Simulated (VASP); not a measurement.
# GaSe (P6_3/mmc) in VASP: further runs

The runs below take GaSe through relaxation of cell and atoms, with PBE, PBE+D3(BJ).

Everything below comes from runs of VASP 6.6.1. Logs are shortened: lines on timing, memory, paths and dates and some standing lists are left out, and cuts for length are marked.

## (1) Starting point

It takes space group P6_3/mmc (No. 194, hexagonal). Conventional cell: a = 3.742 Å, b = 3.742 Å, c = 15.919 Å, α = 90.00°, β = 90.00°, γ = 120.00°. Around Ga (site symmetry 3m) lie 1 Ga at 2.32 Å and 3 Se at 2.48 Å. Se (site symmetry 3m) is surrounded by 3 Ga at 2.48 Å.

## (2) Relaxation of cell and atoms, PBE

INCAR

```
SYSTEM = GaSe
PREC = Accurate ; ENCUT = 600
EDIFF = 1E-6 ; ISMEAR = 0
SIGMA = 0.03 ; LREAL = .False.
LASPH = .True. ; NELM = 80
ALGO = Normal ; ISIF = 3
LWAVE = .False. ; LCHARG = .False.
GGA = PE ; IBRION = 2
NSW = 90 ; EDIFFG = -0.01
KPAR = 2
```

KPOINTS

```
Automatic mesh
0
Gamma
  12 12 2
  0 0 0
```

POSCAR

```
GaSe
1.0
    3.7420000000      0.0000000000      0.0000000000
   -1.8710000000      3.2406670610      0.0000000000
    0.0000000000      0.0000000000     15.9190000000
Ga Se
4 4
Direct
    0.3333333333      0.6666666667      0.1770000000
    0.6666666667      0.3333333333      0.6770000000
    0.3333333333      0.6666666667      0.3230000000
    0.6666666667      0.3333333333      0.8230000000
    0.3333333333      0.6666666667      0.6000000000
    0.6666666667      0.3333333333      0.1000000000
    0.3333333333      0.6666666667      0.9000000000
    0.6666666667      0.3333333333      0.4000000000
```

Potentials or basis: VASP PAW PBE potentials, release 64 (Ga_d, Se).

Started as:

```console
$ cat potpaw_PBE.64/Ga_d/POTCAR potpaw_PBE.64/Se/POTCAR > POTCAR
$ mpirun -np 2 vasp_std > vasp.out
```

OUTCAR:

```text
SYSTEM = GaSe
   PREC = Accurate
   ENCUT = 600
   EDIFF = 1E-6
   ISMEAR = 0
   LREAL = .False.
   LASPH = .True.
   NELM = 80
   ISIF = 3
   GGA = PE
   IBRION = 2
   NSW = 90
   EDIFFG = -0.01

 ion  position               nearest neighbor table
   1  0.333  0.667  0.177-   3 2.32   6 2.48   6 2.48   6 2.48
   2  0.667  0.333  0.677-   4 2.32   5 2.48   5 2.48   5 2.48
   3  0.333  0.667  0.323-   1 2.32   8 2.48   8 2.48   8 2.48
   4  0.667  0.333  0.823-   2 2.32   7 2.48   7 2.48   7 2.48
   5  0.333  0.667  0.600-   2 2.48   2 2.48   2 2.48
   6  0.667  0.333  0.100-   1 2.48   1 2.48   1 2.48
   7  0.333  0.667  0.900-   4 2.48   4 2.48   4 2.48
   8  0.667  0.333  0.400-   3 2.48   3 2.48   3 2.48

  LATTYP: Found a hexagonal cell.
 ALAT       =     3.7420000000
 C/A-ratio  =     4.2541421700

  Lattice vectors:

 A1 = (   3.7420000000,   0.0000000000,   0.0000000000)
 A2 = (  -1.8710000000,   3.2406670610,   0.0000000000)
 A3 = (   0.0000000000,   0.0000000000,  15.9190000000)

Analysis of symmetry for initial positions (statically):
=====================================================================
 Subroutine PRICEL returns:
 Original cell was already a primitive cell.

 Routine SETGRP: Setting up the symmetry group for a
 hexagonal supercell.

 Subroutine GETGRP returns: Found 24 space group operations
 (whereof 12 operations were pure point group operations)
 out of a pool of 24 trial point group operations.

The static configuration has the point symmetry D_3d.
 The point group associated with its full space group is D_6h.

Analysis of symmetry for dynamics (positions and initial velocities):
=====================================================================
 Subroutine PRICEL returns:
 Original cell was already a primitive cell.

 Routine SETGRP: Setting up the symmetry group for a
 hexagonal supercell.

 Subroutine GETGRP returns: Found 24 space group operations
 (whereof 12 operations were pure point group operations)
 out of a pool of 24 trial point group operations.

The dynamic configuration has the point symmetry D_3d.
 The point group associated with its full space group is D_6h.

 Subroutine INISYM returns: Found 24 space group operations
 (whereof 12 operations are pure point group operations),
 and found     1 'primitive' translations

----------------------------------------------------------------------------------------

                                     Primitive cell

  volume of cell :     193.0430

  direct lattice vectors                    reciprocal lattice vectors
     3.742000000  0.000000000  0.000000000     0.267236772  0.154289222  0.000000000
    -1.871000000  3.240667061  0.000000000     0.000000000  0.308578444  0.000000000
     0.000000000  0.000000000 15.919000000     0.000000000  0.000000000  0.062818016

  length of vectors
     3.742000000  3.742000000 15.919000000     0.308578444  0.308578444  0.062818016

  position of ions in fractional coordinates (direct lattice)
     0.333333333  0.666666667  0.177000000
     0.666666667  0.333333333  0.677000000
     0.333333333  0.666666667  0.323000000
     0.666666667  0.333333333  0.823000000
     0.333333333  0.666666667  0.600000000
     0.666666667  0.333333333  0.100000000
     0.333333333  0.666666667  0.900000000
     0.666666667  0.333333333  0.400000000

  ion indices of the primitive-cell ions
   primitive index   ion index
                 1           1
                 2           2
                 3           3
                 4           4
                 5           5
                 6           6
                 7           7
                 8           8

----------------------------------------------------------------------------------------

 KPOINTS: Automatic mesh

Automatic generation of k-mesh.
 Grid dimensions read from file:
 generate k-points for:   12   12    2

 Generating k-lattice:

  Cartesian coordinates                     Fractional coordinates (reciprocal lattice)
[... 46 lines left out ...]
  volume/ion in A,a.u.               =      24.13       162.84
  Fermi-wavevector in a.u.,A,eV,Ry     =   1.199853  2.267393 19.587589  1.439647
  Thomas-Fermi vector in A             =   2.335705
   LORBIT       =      0    0 simple, 1 ext, 2 COOP (PROOUT), +10 PAW based schemes
   GGA     = PE    functional components
   LHFCALC =     F    Hartree Fock is set to
   AEXX    =    0.0000 exact exchange contribution
   IVDW    =     0    specifies the selected vdW correction
   LEPSILON=     F    determine dielectric tensor
   LRPA    =     F    only Hartree local field effects (RPA)
 conjugate gradient relaxation of ions
 non-spin polarized calculation
 Gauss-broadening in eV      SIGMA  =   0.03
  energy-cutoff  :      600.00
  volume of cell :      193.04
 maximum number of plane-waves:      6492
 NGX is ok and might be reduce to    30
   NGX = 15   NGY = 15   NGZ = 63

--------------------------------------- Ionic step        1  -------------------------------------------

 number of electron      76.0000020 magnetization

 Free energy of the ion-electron system (eV)
  ---------------------------------------------------
  ext. energy  EPLUGINS =         0.00000000
  ---------------------------------------------------
  free energy    TOTEN  =       -30.05497852 eV

  energy without entropy =      -30.05497852  energy(sigma->0) =      -30.05497852

------------------------ aborting loop because EDIFF is reached ----------------------------------------

  FORCE on cell =-STRESS in cart. coord.  units (eV):
  Direction    XX          YY          ZZ          XY          YZ          ZX
  --------------------------------------------------------------------------------------
  -------------------------------------------------------------------------------------
  Total        2.5804898      2.5804898      6.0210662      0.0000000      0.0000000      0.0000000
  in kB       21.4170058     21.4170058     49.9723762      0.0000000      0.0000000      0.0000000
  external PRESSURE =      30.9354626 kB  Pullay stress =       0.0000000 kB
[... 107 lines left out ...]
  FREE ENERGIE OF THE ION-ELECTRON SYSTEM (eV)
  ---------------------------------------------------
  free  energy   TOTEN  =       -30.2849467336 eV

  energy  without entropy=      -30.2849467336  energy(sigma->0) =      -30.28494673

[... ionic steps 4 to 11 ...]

--------------------------------------- Ionic step       12  -------------------------------------------

 number of electron      75.9999929 magnetization

------------------------ aborting loop because EDIFF is reached ----------------------------------------
[... 79 lines left out ...]
--------------------------------------- Ionic step       14  -------------------------------------------

 number of electron      76.0000015 magnetization

 Free energy of the ion-electron system (eV)
  ---------------------------------------------------
  ext. energy  EPLUGINS =         0.00000000
  ---------------------------------------------------
  free energy    TOTEN  =       -30.36340904 eV

  energy without entropy =      -30.36340904  energy(sigma->0) =      -30.36340904

 E-fermi :   1.8889     XC(G=0):  -8.3931

 val. band max:        1.7481549440   @ k =   0.0833   0.0000   0.0000
 cond. band min:       3.0403421131   @ k =   0.0000   0.0000   0.0000
 fundamental gap:      1.2921871691
 Fermi energy:         1.8889138002

 k-point     1 :       0.0000    0.0000    0.0000
  band No.  band energies     occupation
      1     -12.9062      2.00000
      2     -12.9061      2.00000
      3     -12.7948      2.00000
      4     -12.7948      2.00000
      5     -12.7947      2.00000
      6     -12.7947      2.00000
[... 1141 lines left out ...]
     44       6.2421      0.00000
     45       6.4179      0.00000

 [... further k-points ...]

------------------------ aborting loop because EDIFF is reached ----------------------------------------

  FORCE on cell =-STRESS in cart. coord.  units (eV):
  Direction    XX          YY          ZZ          XY          YZ          ZX
  --------------------------------------------------------------------------------------
  -------------------------------------------------------------------------------------
  Total       -0.0038997     -0.0038997      0.0013072      0.0000000     -0.0000000      0.0000000
  in kB       -0.0274098     -0.0274098      0.0091877      0.0000000     -0.0000000      0.0000000
  external PRESSURE =      -0.0152106 kB  Pullay stress =       0.0000000 kB
[... 23 lines left out ...]
  FREE ENERGIE OF THE ION-ELECTRON SYSTEM (eV)
  ---------------------------------------------------
  free  energy   TOTEN  =       -30.3634090357 eV

  energy  without entropy=      -30.3634090357  energy(sigma->0) =      -30.36340904

 reached required accuracy - stopping structural energy minimisation
```

It took 17 min on 2 MPI ranks of Intel Xeon 6975P-C (Granite Rapids), shared host; peak memory 0.55 GiB.

Results:

| Property | Result |
| --- | --- |
| Free energy | -30.3634 eV |
| Relaxed volume | 28.49 Å³/atom |
| Relaxed cell | a = 3.817 Å, b = 3.817 Å, c = 18.067 Å, α = 90.00°, β = 90.00°, γ = 120.00° |
| Space group after relaxing (to 0.05 Å) | P6_3/mmc (No. 194) |
| Energy gained by relaxing | 38.6 meV/atom |
| Ionic steps | 14 |
| Pressure after relaxing | 0.0 GPa |
| Largest force after relaxing | 0.004 eV/Å |
| Band gap on the k mesh | 1.29 eV, indirect (least direct gap 1.31 eV) |

Forces on the atoms (eV/Å):
```
Ga   0.000  0.000 -0.001
Ga   0.000  0.000 -0.001
Ga   0.000  0.000  0.001
Ga   0.000  0.000  0.001
Se   0.000  0.000 -0.004
Se   0.000  0.000 -0.004
Se   0.000  0.000  0.004
Se   0.000  0.000  0.004
```

The path:
```
step  energy change (eV)  largest force (eV/Å)  pressure (GPa)  volume (Å³)
   1              0.0000                1.2280            3.09       193.04
   2             -0.2224                0.2384           -0.13       206.33
   3             -0.2300                0.2077            0.29       204.05
   4             -0.2443                0.1818            0.00       205.82
   5             -0.2497                0.1545           -0.28       207.73
   6             -0.2553                0.0989            0.22       207.05
   7             -0.2554                0.1100            0.26       206.97
   8             -0.2618                0.1022            0.20       207.84
   9             -0.2776                0.0765            0.18       210.46
  10             -0.2967                0.0218            0.11       215.68
  11             -0.3057                0.1118            0.26       226.06
  12             -0.2505                0.4054           -1.08       237.96
  13             -0.3084                0.0122           -0.03       228.20
  14             -0.3084                0.0039            0.00       227.95
```

Final structure:
```yaml
crystal:
  lattice:
    - [3.81689, 0.00000, 0.00000]
    - [-1.90845, 3.30552, 0.00000]
    - [0.00000, 0.00000, 18.06680]
  atoms:
    - { symbol: Ga, position: [0.33333, 0.66667, 0.18167] }
    - { symbol: Ga, position: [0.66667, 0.33333, 0.68167] }
    - { symbol: Ga, position: [0.33333, 0.66667, 0.31833] }
    - { symbol: Ga, position: [0.66667, 0.33333, 0.81833] }
    - { symbol: Se, position: [0.33333, 0.66667, 0.61671] }
    - { symbol: Se, position: [0.66667, 0.33333, 0.11671] }
    - { symbol: Se, position: [0.33333, 0.66667, 0.88329] }
    - { symbol: Se, position: [0.66667, 0.33333, 0.38329] }
```

Levels at points of the mesh, in eV from the valence-band top:
| k point | band 36 | band 37 | band 38 | band 39 | band 40 | band 41 |
| --- | --- | --- | --- | --- | --- | --- |
| (0.00, 0.00, 0.00) | -0.78 | -0.70 | -0.02 | 1.29 | 1.80 | 2.52 |
| (0.50, 0.00, 0.00) | -1.87 | -1.61 | -1.48 | 1.74 | 1.95 | 2.01 |
| (0.00, 0.00, 0.50) | -0.79 | -0.39 | -0.39 | 1.58 | 1.58 | 2.52 |
| (0.50, 0.00, 0.50) | -1.94 | -1.54 | -1.54 | 1.86 | 1.86 | 2.05 |

Caveat: the volume moved by over 15 % at a fixed basis, so the end points are rough; this functional lacks dispersion, which binds the layers, so the pressure and a relaxed spacing across them are unreliable, and here the layers came unbound; the volume moved by +18 % from the deposited cell, more than functionals usually miss.

## (3) Relaxation of cell and atoms, PBE

This run uses another cell than the first one, of 28.49 Å³/atom, 1.181 times its volume.

INCAR

```
SYSTEM = GaSe
PREC = Accurate ; ENCUT = 600
EDIFF = 1E-7 ; ISMEAR = 0
SIGMA = 0.03 ; LREAL = .False.
LASPH = .True. ; NELM = 80
ALGO = Normal ; ISIF = 3
LWAVE = .False. ; LCHARG = .False.
GGA = PE ; IBRION = 2
NSW = 90 ; EDIFFG = -0.005
KPAR = 2
```

KPOINTS is that of step 2.

POSCAR

```
GaSe                                    
1.0
    3.8168906648      0.0000000000      0.0000000000
   -1.9084453324      3.3055242792      0.0000000000
    0.0000000000     -0.0000000000     18.0668006926
  Ga              Se            
     4     4
Direct
     0.3333333332999970    0.6666666667000030    0.1816710117765870
     0.6666666667000030    0.3333333332999970    0.6816710117765871
     0.3333333332999970    0.6666666667000030    0.3183289882234130
     0.6666666667000030    0.3333333332999970    0.8183289882234129
     0.3333333332999970    0.6666666667000030    0.6167112459983294
     0.6666666667000030    0.3333333332999970    0.1167112459983292
     0.3333333332999970    0.6666666667000030    0.8832887540016706
     0.6666666667000030    0.3333333332999970    0.3832887540016707
```

Potentials or basis: VASP PAW PBE potentials, release 64 (Ga_d, Se).

Started as:

```console
$ cat potpaw_PBE.64/Ga_d/POTCAR potpaw_PBE.64/Se/POTCAR > POTCAR
$ mpirun -np 2 vasp_std > vasp.out
```

Wall time 3.5 min (2 MPI ranks of Intel Xeon 6975P-C (Granite Rapids), shared host); peak memory 0.62 GiB.

Results (log left out):

| Property | Result |
| --- | --- |
| Free energy | -30.3661 eV |
| Relaxed volume | 28.51 Å³/atom |
| Relaxed cell | a = 3.818 Å, b = 3.818 Å, c = 18.072 Å, α = 90.00°, β = 90.00°, γ = 120.00° |
| Space group after relaxing (to 0.05 Å) | P6_3/mmc (No. 194) |
| Energy gained by relaxing | 0.0 meV/atom |
| Ionic steps | 2 |
| Pressure after relaxing | 0.0 GPa |
| Band gap on the k mesh | 1.29 eV, indirect (least direct gap 1.31 eV) |

Forces in eV/Å, atoms in the order of the input:
```
Ga   0.000  0.000 -0.001
Ga   0.000  0.000 -0.001
Ga   0.000  0.000  0.001
Ga   0.000  0.000  0.001
Se   0.000  0.000  0.002
Se   0.000  0.000  0.002
Se   0.000  0.000 -0.002
Se   0.000  0.000 -0.002
```

Final structure:
```
Ga Se
1.0
     3.81754    0.00000    0.00000
    -1.90877    3.30608    0.00000
     0.00000    0.00000   18.07233
Ga Se
4 4
Direct
  0.33333 0.66667 0.18167
  0.66667 0.33333 0.68167
  0.33333 0.66667 0.31833
  0.66667 0.33333 0.81833
  0.33333 0.66667 0.61670
  0.66667 0.33333 0.11670
  0.33333 0.66667 0.88330
  0.66667 0.33333 0.38330
```

Levels at points of the mesh, in eV from the valence-band top:
```
           k point  band 34  band 35  band 36  band 37  band 38  band 39  band 40  band 41  band 42  band 43
(0.00, 0.00, 0.00)    -0.80    -0.78    -0.78    -0.70    -0.02     1.29     1.80     2.52     2.53     4.37
(0.50, 0.00, 0.00)    -1.95    -1.92    -1.87    -1.61    -1.47     1.74     1.95     2.00     2.14     4.06
(0.00, 0.00, 0.50)    -0.79    -0.79    -0.79    -0.39    -0.39     1.58     1.58     2.52     2.52     4.38
(0.50, 0.00, 0.50)    -1.95    -1.93    -1.93    -1.54    -1.54     1.86     1.86     2.05     2.05     4.06
```

Caveat: this functional lacks dispersion, which binds the layers, so the pressure and a relaxed spacing across them are unreliable.

## (4) Relaxation of cell and atoms, PBE+D3(BJ)

INCAR

```
SYSTEM = GaSe
PREC = Accurate
ENCUT = 600
EDIFF = 1E-6
ISMEAR = 0
SIGMA = 0.03
LREAL = .False.
LASPH = .True.
NELM = 80
ALGO = Normal
ISIF = 3
LWAVE = .False.
LCHARG = .False.
GGA = PE
IVDW = 12
IBRION = 2
NSW = 90
EDIFFG = -0.01
KPAR = 2
```

KPOINTS is that of step 3.

POSCAR

```
GaSe
1.0
    3.7420000000      0.0000000000      0.0000000000
   -1.8710000000      3.2406670610      0.0000000000
    0.0000000000      0.0000000000     15.9190000000
Ga Se
4 4
Direct
    0.3333333333      0.6666666667      0.1770000000
    0.6666666667      0.3333333333      0.6770000000
    0.3333333333      0.6666666667      0.3230000000
    0.6666666667      0.3333333333      0.8230000000
    0.3333333333      0.6666666667      0.6000000000
    0.6666666667      0.3333333333      0.1000000000
    0.3333333333      0.6666666667      0.9000000000
    0.6666666667      0.3333333333      0.4000000000
```

Started as:

```console
$ cat potpaw_PBE.64/Ga_d/POTCAR potpaw_PBE.64/Se/POTCAR > POTCAR
$ mpirun -np 2 vasp_std > vasp.out
```

It took 23 min on 2 MPI ranks of Intel Xeon Platinum 8488C (Sapphire Rapids), shared host; peak memory 0.58 GiB.

The run converged. Its results:

| Property | Result |
| --- | --- |
| Free energy | -32.5553 eV |
| Relaxed volume | 24.59 Å³/atom |
| Relaxed cell | a = 3.771 Å, b = 3.771 Å, c = 15.971 Å, α = 90.00°, β = 90.00°, γ = 120.00° |
| Space group after relaxing (to 0.05 Å) | P6_3/mmc (No. 194) |
| Energy gained by relaxing | 16.5 meV/atom |
| Ionic steps | 17 |
| Pressure after relaxing | 0.0 GPa |
| Largest force after relaxing | 0.007 eV/Å |
| Band gap on the k mesh | 0.85 eV, direct |
| Dispersion energy per atom | -0.290 eV |

Forces in eV/Å, atoms in the order of the input:
```
Ga   0.000  0.000  0.007
Ga   0.000  0.000  0.007
Ga   0.000  0.000 -0.007
Ga   0.000  0.000 -0.007
Se   0.000  0.000  0.001
Se   0.000  0.000  0.001
Se   0.000  0.000 -0.001
Se   0.000  0.000 -0.001
```

The path:
| step | energy change (eV) | largest force (eV/Å) | pressure (GPa) | volume (Å³) |
| --- | --- | --- | --- | --- |
| 1 | 0.0000 | 1.2153 | 1.03 | 193.04 |
| 2 | -0.1051 | 0.3865 | 0.37 | 197.38 |
| 3 | -0.1232 | 0.0169 | 0.45 | 196.11 |
| 4 | -0.1231 | 0.0246 | 0.51 | 196.05 |
| 5 | -0.1284 | 0.0639 | -0.18 | 198.18 |
| 6 | -0.1284 | 0.0648 | -0.15 | 198.15 |
| 7 | -0.1302 | 0.0166 | -0.05 | 198.01 |
| 8 | -0.1304 | 0.0296 | -0.02 | 197.94 |
| 9 | -0.1305 | 0.0251 | 0.00 | 197.84 |
| 10 | -0.1307 | 0.0337 | -0.01 | 197.68 |
| 11 | -0.1308 | 0.0293 | -0.02 | 197.62 |
| 12 | -0.1311 | 0.0158 | 0.00 | 197.43 |
| 13 | -0.1315 | 0.0123 | 0.01 | 197.05 |
| 14 | -0.1315 | 0.0202 | -0.02 | 196.93 |
| 15 | -0.1315 | 0.0368 | 0.01 | 196.69 |
| 16 | -0.1315 | 0.0242 | -0.01 | 196.87 |
| 17 | -0.1316 | 0.0073 | -0.01 | 196.69 |

Final structure:
```
CELL_PARAMETERS angstrom
3.77098 0.00000 0.00000
-1.88549 3.26576 0.00000
0.00000 0.00000 15.97129
ATOMIC_POSITIONS crystal
Ga 0.33333 0.66667 0.17344
Ga 0.66667 0.33333 0.67344
Ga 0.33333 0.66667 0.32656
Ga 0.66667 0.33333 0.82656
Se 0.33333 0.66667 0.59951
Se 0.66667 0.33333 0.09951
Se 0.33333 0.66667 0.90049
Se 0.66667 0.33333 0.40049
```

Levels at points of the mesh, in eV from the valence-band top:
| k point | band 34 | band 35 | band 36 | band 37 | band 38 | band 39 | band 40 | band 41 | band 42 | band 43 |
| --- | --- | --- | --- | --- | --- | --- | --- | --- | --- | --- |
| (0.00, 0.00, 0.00) | -1.32 | -1.32 | -1.20 | -1.20 | 0.00 | 0.85 | 1.86 | 2.12 | 2.24 | 3.90 |
| (0.50, 0.00, 0.00) | -2.58 | -2.46 | -2.36 | -2.28 | -1.85 | 1.01 | 1.25 | 1.80 | 1.82 | 3.59 |
| (0.00, 0.00, 0.50) | -1.24 | -1.24 | -1.24 | -0.90 | -0.90 | 1.51 | 1.51 | 2.17 | 2.17 | 3.95 |
| (0.50, 0.00, 0.50) | -2.53 | -2.43 | -2.43 | -2.16 | -2.16 | 1.35 | 1.35 | 1.57 | 1.57 | 3.47 |
